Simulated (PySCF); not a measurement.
Run record: geometry optimisation, `O=C1C=CC(=O)O1`.

Computed with CAM-B3LYP/6-31G* geometry optimisation, gas phase (PySCF 2.14.0). Start geometry: GFN2-xTB. The input is one job of a driver script: a line of settings, then coordinates in Å.

Input:
```
{"job": {"xc": "CAM-B3LYP", "basis": "6-31G*", "grid": 1, "kind": "geom"}, "charge": 0, "multiplicity": 1}
O     -2.210301    -1.088095    -0.216330
C     -1.111927    -0.637851    -0.280425
C     -0.675495     0.768841    -0.515294
C      0.653560     0.791816    -0.505505
C      1.134991    -0.599072    -0.262173
O      2.247021    -1.010920    -0.178398
O      0.023948    -1.394586    -0.138889
H     -1.381313     1.564370    -0.658047
H      1.333078     1.611491    -0.638989
```

Output:
```
step   0  E = -379.12832957  max force = 0.013778
step   1  E = -379.12869338  max force = 0.002740
step   2  E = -379.12870035  max force = 0.000723
step   3  E = -379.12870677  max force = 0.000330
optimisation converged
```

Energies in Eh; «max force» is the largest Cartesian gradient component in Eh/bohr.

Question: Give the first gradient maximum in eV/Å.

Answer: With 1 Eh/bohr = 51.422 eV/Å, 0.708 eV/Å.

Main results: final energy -379.12871 Eh after 3 steps; dipole 4.11 D.

Question: Estimate the wall time. Hardware: Arm Neoverse V1, one thread, no GPU, shared host with 32 logical CPUs at a one-minute load of 19. And the peak memory of the process?

Answer: About 18 s, with 0.47 GiB resident at the peak, the Python interpreter and its libraries included.
Labels such as C1 count atoms from 1, the log's own numbers from 0.
